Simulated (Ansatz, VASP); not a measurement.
This is a calculation of Ag (Silver) for Ansatz 0.2.0. 

input.yaml

```yaml
crystal:
  lattice:
    - [0.0, 2.04275, 2.04275]
    - [2.04275, 0.0, 2.04275]
    - [2.04275, 2.04275, 0.0]
  atoms:
    - { symbol: Ag, position: [0.0, 0.0, 0.0] }
kpoints:
  mp_grid: { grid: [11, 11, 11] }
scf:
  occupations: { method: gaussian, width: 0.017 }
hamiltonian:
  xc: pbe
  pseudopotentials: { kind: all_electron, lapw: { basis_error: 0.001 } }
output:
  forces: true
  stress: true
  eigenvalues: true
```

Potentials or basis: all-electron LAPW, scalar-relativistic.

Launch:

```sh
$ ansatz run input.yaml --threads 1 --pin off --max-ram 3072MiB --backend cpu --events-out ev --progress --plain --runs-dir out
```

Task: Translate it to VASP 6.6.1. Potentials or basis there: PBE PAW files Ag, 520 eV.

Result: As run (cutoffs and basis follow the program's own potentials, and thresholds, step limits or extra output files can differ):

Contents of INCAR:

```
SYSTEM = Ag
PREC = Accurate ; ENCUT = 520
EDIFF = 1E-7 ; ISMEAR = 0
SIGMA = 0.017 ; LREAL = .False.
LASPH = .True. ; NELM = 100
ALGO = Normal ; ISIF = 2
LWAVE = .False. ; LCHARG = .False.
GGA = PE ; NBANDS = 12
```

File KPOINTS:

```
regular mesh
0
Gamma
  11 11 11
  0 0 0
```

POSCAR

```
Ag
1.0
    0.0000000000      2.0427500000      2.0427500000
    2.0427500000      0.0000000000      2.0427500000
    2.0427500000      2.0427500000      0.0000000000
Ag
1
Direct
    0.0000000000      0.0000000000      0.0000000000
```

Potentials or basis: VASP PAW PBE potentials, release 64 (Ag).

Command:

```sh
$ cat potpaw_PBE.64/Ag/POTCAR > POTCAR
$ mpirun -np 1 vasp_std > vasp.out
```

Both were run:

|  | Ansatz | VASP |
| --- | --- | --- |
| Pressure | 4.3 GPa | 4.1 GPa |

Where Ansatz's input types no cutoff or centring, it takes its own default and a Γ-centred mesh.

Pressure is positive in compression.
